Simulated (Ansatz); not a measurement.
Rb:

```
Rb
1.0
     5.74000    0.00000    0.00000
     0.00000    4.64000    0.00000
     0.00000    0.00000   12.38000
Rb
4
Cartesian
  5.4702 3.4800 1.3247
  3.1398 1.1600 7.5147
  2.6002 3.4800 4.8653
  0.2698 1.1600 11.0553
```

This isn't the form of Rb at room conditions, which is bcc.

```yaml
Program: Ansatz 0.2.0
Task: single point
Functional: PBE
Potentials_or_basis: Ansatz PAW
Cutoff: "420 eV (not typed: the program's choice for these potentials)"
k_mesh: 5 × 6 × 3
Occupations: fermi-dirac, width 0.05 eV
Spin: no spin polarisation
```

On this cell: pressure 1.1 GPa; largest force 0.765 eV/Å; band gap on the k mesh none (metal or under the smearing width).

The same run follows on a disturbed copy (atoms moved at random, drawn with an rms of 0.05 Å):

```
Rb
1.0
     5.74000    0.00000    0.00000
     0.00000    4.64000    0.00000
     0.00000    0.00000   12.38000
Rb
4
Direct
  0.95505 0.75344 0.10848
  0.53825 0.25790 0.60642
  0.44999 0.75257 0.39216
  0.03442 0.25254 0.89514
```

Question: What changes?

Answer: The energy (extrapolated to zero smearing) moves by +6.6 meV/atom; pressure 1.1 GPa; largest force 0.793 eV/Å; band gap on the k mesh none (metal or under the smearing width).

Forces in eV/Å, atoms in the order of the input:
```
Rb  -0.179 -0.002  0.759
Rb   0.185 -0.012  0.751
Rb  -0.184  0.013 -0.738
Rb   0.177  0.001 -0.772
```

Stress tensor (GPa, compression positive):
```
-0.52  0.00  0.03
 0.00  1.83 -0.02
 0.03 -0.02  2.13
```
